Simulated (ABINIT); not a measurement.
# InP (F-43m) in ABINIT: settings compared

One crystal, InP, is run at these levels: PBE, LDA; tasks: single point.

All numbers are computed with ABINIT 10.8.3 (patched build); they aren't measurements. Logs are shortened: lines on timing, memory, paths and dates and some standing lists are left out, and cuts for length are marked. The log counts tension as positive stress, the text compression.

**The experiment to reproduce.**

From a printed reference work, data compilation, for a bulk crystal of InP at 1.6 K: band gap 1.4236 eV (direct).

How close the calculation comes is told below.

## (1) Starting point

It takes space group F-43m (No. 216, cubic). The conventional cell has a = 5.861 Å, b = 5.861 Å, c = 5.861 Å, α = 90.00°, β = 90.00°, γ = 90.00°. In (site symmetry -43m) is surrounded by 4 P at 2.54 Å. P (site symmetry -43m) is surrounded by 4 In at 2.54 Å.

## (2) Single point, PBE

The input, run.abi:

```
# Pseudopotentials
pp_dirpath "./"
pseudos "In.upf, P.upf"

# Structure
acell 3*1.0
rprim
     0.0000000000     5.5378424082     5.5378424082
     5.5378424082     0.0000000000     5.5378424082
     5.5378424082     5.5378424082     0.0000000000
ntypat 2
znucl 49 15
natom 2
typat 1 2
xcart
     0.0000000000     0.0000000000     0.0000000000
     4.3957500000     4.3957500000     4.3957500000 Angstrom

# Plane-wave basis
ecut 31.0

# k points
kptopt 1
ngkpt 6 6 6
nshiftk 1
shiftk 0.0 0.0 0.0

# Exchange and correlation
ixc 11

# Bands and occupations
nband 13
occopt 3
tsmear 0.05 eV

# SCF cycle
nstep 100
tolvrs 1.0e-10

# Output
iomode 3
prtwf 0
prtden 0
prteig 0
prtebands 0
```

Potentials or basis: PseudoDojo NC SR PBE v0.4.1 standard.

On the command line:

```sh
$ abinit run.abi > log 2>&1
```

run.abo:

```text
.Version 10.8.3 of ABINIT
 Symmetries : space group F-4 3 m (#216); Bravais cF (face-center cubic)
================================================================================
 Values of the parameters that define the memory need of the present run
     intxc =       0    ionmov =       0      iscf =       7    lmnmax =       6
     lnmax =       6     mgfft =      40  mpssoang =       3    mqgrid =    3001
     natom =       2  nloc_mem =       1    nspden =       1   nspinor =       1
    nsppol =       1      nsym =      24    n1xccc =    2501    ntypat =       2
    occopt =       3   xclevel =       2
       mpw =        2822          nfft =       64000          nkpt =          16
================================================================================
================================================================================

--------------------------------------------------------------------------------
------------- Echo of variables that govern the present computation ------------
--------------------------------------------------------------------------------
 -outvars: echo values of preprocessed input variables --------
            acell      1.0000000000E+00  1.0000000000E+00  1.0000000000E+00 Bohr
              amu      1.14820000E+02  3.09737620E+01
             ecut      3.10000000E+01 Hartree
              ixc          11
         kptrlatt        6    0    0      0    6    0      0    0    6
          kptrlen      4.69901510E+01
            natom           2
            nband          13
            ngfft          40      40      40
             nkpt          16
            nstep         100
             nsym          24
           ntypat           2
           occopt           3
           prtden           0
        prtebands           0
           prteig           0
            prtwf           0
            rprim      0.0000000000E+00  5.5378424082E+00  5.5378424082E+00
                       5.5378424082E+00  0.0000000000E+00  5.5378424082E+00
                       5.5378424082E+00  5.5378424082E+00  0.0000000000E+00
          spgroup         216
           tolvrs      1.00000000E-10
           tsmear      1.83746611E-03 Hartree
            typat      1  2
           xangst      0.0000000000E+00  0.0000000000E+00  0.0000000000E+00
                       4.3957499970E+00  4.3957499970E+00  4.3957499970E+00
            xcart      0.0000000000E+00  0.0000000000E+00  0.0000000000E+00
                       8.3067636123E+00  8.3067636123E+00  8.3067636123E+00
             xred      0.0000000000E+00  0.0000000000E+00  0.0000000000E+00
                       7.5000000000E-01  7.5000000000E-01  7.5000000000E-01
            znucl       49.00000   15.00000

================================================================================

 chkinp: Checking input parameters for consistency.

================================================================================
== DATASET  1 ==================================================================

--- !DatasetInfo
iteration_state: {dtset: 1, }
dimensions: {natom: 2, nkpt: 16, mband: 13, nsppol: 1, nspinor: 1, nspden: 1, mpw: 2822, }
cutoff_energies: {ecut:  31.0, pawecutdg:  -1.0, }
electrons: {nelect:   1.80000000E+01, charge:   0.00000000E+00, occopt:   3.00000000E+00, tsmear:   1.83746611E-03, }
meta: {optdriver: 0, ionmov: 0, optcell: 0, iscf: 7, paral_kgb: 0, }
...

 Exchange-correlation functional for the present dataset will be:
  GGA: Perdew-Burke-Ernzerhof functional - ixc=11
  J.P.Perdew, K.Burke, M.Ernzerhof, PRL 77, 3865 (1996)

 Real(R)+Recip(G) space primitive vectors, cartesian coordinates (Bohr,Bohr^-1):
 R(1)=  0.0000000  5.5378424  5.5378424  G(1)= -0.0902879  0.0902879  0.0902879
 R(2)=  5.5378424  0.0000000  5.5378424  G(2)=  0.0902879 -0.0902879  0.0902879
 R(3)=  5.5378424  5.5378424  0.0000000  G(3)=  0.0902879  0.0902879 -0.0902879
 Unit cell volume ucvol=  3.3966576E+02 bohr^3
 Angles (23,13,12)=  6.00000000E+01  6.00000000E+01  6.00000000E+01 degrees

 getcut: wavevector=  0.0000  0.0000  0.0000  ngfft=  40  40  40
         ecut(hartree)=     31.000   => boxcut(ratio)=   2.03779

--- Pseudopotential description ------------------------------------------------
- pspini: atom type   1  psp file is ./In.upf
12 -101130 2 -1 1964                          pspcod,pspxc,lmax,lloc,mmax
     nproj     2     2     2

- pspini: atom type   2  psp file is ./P.upf
12 -101130 2 -1 1298                          pspcod,pspxc,lmax,lloc,mmax
     nproj     2     2     2

   6.00945385E+02                                ecore*ucvol(ha*bohr**3)
--------------------------------------------------------------------------------

================================================================================

--- !BeginCycle
iteration_state: {dtset: 1, }
solver: {iscf: 7, nstep: 100, nline: 4, wfoptalg: 0, }
tolerances: {tolvrs: 1.00E-10, }
...

     iter   Etot(hartree)      deltaE(h)  residm     vres2
 ETOT  1  -72.681386374933    -7.268E+01 5.503E-01 2.577E+02
 ETOT  2  -73.370868987144    -6.895E-01 6.796E-03 1.247E+02
 ETOT  3  -73.391946776682    -2.108E-02 4.818E-03 6.567E+00
 ETOT  4  -73.392890545596    -9.438E-04 2.052E-03 2.788E-01
 ETOT  5  -73.392920478234    -2.993E-05 7.339E-04 3.165E-02
 ETOT  6  -73.392923931421    -3.453E-06 3.266E-04 9.965E-03
 ETOT  7  -73.392925739151    -1.808E-06 1.118E-04 2.850E-05
 ETOT  8  -73.392925747428    -8.277E-09 4.490E-05 3.599E-07
 ETOT  9  -73.392925747610    -1.823E-10 5.100E-05 6.482E-08
 ETOT 10  -73.392925747629    -1.883E-11 2.366E-05 1.727E-09
 ETOT 11  -73.392925747629    -9.948E-14 5.293E-05 1.030E-10
 ETOT 12  -73.392925747630    -1.307E-12 2.372E-05 1.369E-11

 At SCF step   12       vres2   =  1.37E-11 < tolvrs=  1.00E-10 =>converged.

 Cartesian components of stress tensor (hartree/bohr^3)
  sigma(1 1)= -9.68087025E-05  sigma(3 2)=  0.00000000E+00
  sigma(2 2)= -9.68087025E-05  sigma(3 1)=  0.00000000E+00
  sigma(3 3)= -9.68087025E-05  sigma(2 1)=  0.00000000E+00

--- !ResultsGS
iteration_state: {dtset: 1, }
comment   : Summary of ground state results
lattice_vectors:
- [  0.0000000,   5.5378424,   5.5378424, ]
- [  5.5378424,   0.0000000,   5.5378424, ]
- [  5.5378424,   5.5378424,   0.0000000, ]
lattice_lengths: [   7.83169,    7.83169,    7.83169, ]
lattice_angles: [ 60.000,  60.000,  60.000, ] # degrees, (23, 13, 12)
lattice_volume:   3.3966576E+02
convergence: {deltae: -1.307E-12, res2:  1.369E-11, residm:  2.372E-05, diffor: null, }
etotal    :  -7.33929257E+01
entropy   :   0.00000000E+00
fermie    :   1.78459637E-01
cartesian_stress_tensor: # hartree/bohr^3
- [ -9.68087025E-05,   0.00000000E+00,   0.00000000E+00, ]
- [  0.00000000E+00,  -9.68087025E-05,   0.00000000E+00, ]
- [  0.00000000E+00,   0.00000000E+00,  -9.68087025E-05, ]
pressure_GPa:   2.8482E+00
xred      :
- [  0.0000E+00,   0.0000E+00,   0.0000E+00, In]
- [  7.5000E-01,   7.5000E-01,   7.5000E-01,  P]
cartesian_forces: # hartree/bohr
- [ -0.00000000E+00,  -0.00000000E+00,  -0.00000000E+00, ]
- [ -0.00000000E+00,  -0.00000000E+00,  -0.00000000E+00, ]
force_length_stats: {min:   0.00000000E+00, max:   0.00000000E+00, mean:   0.00000000E+00, }
...

 Integrated electronic density in atomic spheres:
 ------------------------------------------------
 Atom  Sphere_radius  Integrated_density
    1        2.00000          9.92062555
    2        2.00000          2.78261810
================================================================================

 ----iterations are completed or convergence reached----

 Mean square residual over all n,k,spin=   14.382E-08; max=  23.723E-06
 reduced coordinates (array xred) for    2 atoms
       0.000000000000      0.000000000000      0.000000000000
       0.750000000000      0.750000000000      0.750000000000
 rms dE/dt=  0.0000E+00; max dE/dt=  0.0000E+00; dE/dt below (all hartree)
    1       0.000000000000      0.000000000000      0.000000000000
    2       0.000000000000      0.000000000000      0.000000000000

 cartesian coordinates (angstrom) at end:
    1      0.00000000000000     0.00000000000000     0.00000000000000
    2      4.39574999700532     4.39574999700532     4.39574999700532

 cartesian forces (hartree/bohr) at end:
    1     -0.00000000000000    -0.00000000000000    -0.00000000000000
    2     -0.00000000000000    -0.00000000000000    -0.00000000000000
 frms,max,avg= 0.0000000E+00 0.0000000E+00   0.000E+00  0.000E+00  0.000E+00 h/b

 cartesian forces (eV/Angstrom) at end:
    1     -0.00000000000000    -0.00000000000000    -0.00000000000000
    2     -0.00000000000000    -0.00000000000000    -0.00000000000000
 frms,max,avg= 0.0000000E+00 0.0000000E+00   0.000E+00  0.000E+00  0.000E+00 e/A
 length scales=  1.000000000000  1.000000000000  1.000000000000 bohr
              =  0.529177210544  0.529177210544  0.529177210544 angstroms
 Fermi (or HOMO) energy (hartree) =   0.17846   Average Vxc (hartree)=  -0.34602
 Eigenvalues (hartree) for nkpt=  16  k points:
 kpt#   1, nband= 13, wtk=  0.00463, kpt=  0.0000  0.0000  0.0000 (reduced coord)
  -0.35918   -0.35918   -0.35918   -0.35371   -0.35371   -0.25890    0.16440    0.16440
   0.16440    0.19047    0.31464    0.31464    0.31464
      occupation numbers for kpt#   1
   2.00000    2.00000    2.00000    2.00000    2.00000    2.00000    1.99905    1.99905
   1.99905    0.00289    0.00000    0.00000    0.00000
 prteigrs : prtvol=0 or 1, do not print more k-points.

--- !EnergyTerms
iteration_state     : {dtset: 1, }
comment             : Components of total free energy in Hartree
kinetic             :  4.44208266237045E+01
hartree             :  1.84137491865656E+01
xc                  : -2.21161464867795E+01
Ewald energy        : -4.48602020983076E+01
psp_core            :  1.76922566349129E+00
local_psp           : -5.72045033874405E+01
non_local_psp       : -1.38158748487905E+01
internal            : -7.33929253475568E+01
'-kT*entropy'       : -4.00073652857371E-07
total_energy        : -7.33929257476304E+01
total_energy_eV     : -1.99712325024138E+03
band_energy         : -3.60621916078165E+00
...

 Cartesian components of stress tensor (hartree/bohr^3)
  sigma(1 1)= -9.68087025E-05  sigma(3 2)=  0.00000000E+00
  sigma(2 2)= -9.68087025E-05  sigma(3 1)=  0.00000000E+00
  sigma(3 3)= -9.68087025E-05  sigma(2 1)=  0.00000000E+00

-Cartesian components of stress tensor (GPa)         [Pressure=  2.8482E+00 GPa]
- sigma(1 1)= -2.84821036E+00  sigma(3 2)=  0.00000000E+00
- sigma(2 2)= -2.84821036E+00  sigma(3 1)=  0.00000000E+00
- sigma(3 3)= -2.84821036E+00  sigma(2 1)=  0.00000000E+00

== END DATASET(S) ==============================================================
================================================================================

 -outvars: echo values of variables after computation  --------
            acell      1.0000000000E+00  1.0000000000E+00  1.0000000000E+00 Bohr
           etotal     -7.3392925748E+01
            fcart     -0.0000000000E+00 -0.0000000000E+00 -0.0000000000E+00
                      -0.0000000000E+00 -0.0000000000E+00 -0.0000000000E+00
            rprim      0.0000000000E+00  5.5378424082E+00  5.5378424082E+00
                       5.5378424082E+00  0.0000000000E+00  5.5378424082E+00
                       5.5378424082E+00  5.5378424082E+00  0.0000000000E+00
           strten     -9.6808702509E-05 -9.6808702509E-05 -9.6808702509E-05
                       0.0000000000E+00  0.0000000000E+00  0.0000000000E+00
           xangst      0.0000000000E+00  0.0000000000E+00  0.0000000000E+00
                       4.3957499970E+00  4.3957499970E+00  4.3957499970E+00
             xred      0.0000000000E+00  0.0000000000E+00  0.0000000000E+00
                       7.5000000000E-01  7.5000000000E-01  7.5000000000E-01
 Calculation completed.
```

It took 22 s on 1 thread of Arm Neoverse V1, shared host; peak memory 0.08 GiB.

Results:

| Item | Value |
| --- | --- |
| Free energy | -1997.1233 eV |
| Band gap on the k mesh | 0.71 eV, direct |
| Valence electrons inside the program's atomic spheres | In 9.92; P 2.78 |

Levels at points of the mesh, in eV from the valence-band top:
| k point | band 7 | band 8 | band 9 | band 10 | band 11 | band 12 |
| --- | --- | --- | --- | --- | --- | --- |
| (0.00, 0.00, 0.00) | 0.00 | 0.00 | 0.00 | 0.71 | 4.09 | 4.09 |
| (0.50, 0.00, 0.00) | -5.73 | -0.97 | -0.97 | 1.50 | 4.80 | 4.80 |
| (0.50, 0.50, 0.00) | -5.75 | -2.32 | -2.32 | 1.76 | 2.26 | 9.24 |

Caveat: the cutoff is too short for stress, so the log's stress isn't used; spin-orbit coupling is left out, which moves the levels of the heavy elements.

(Continued in part 2 of 2.)
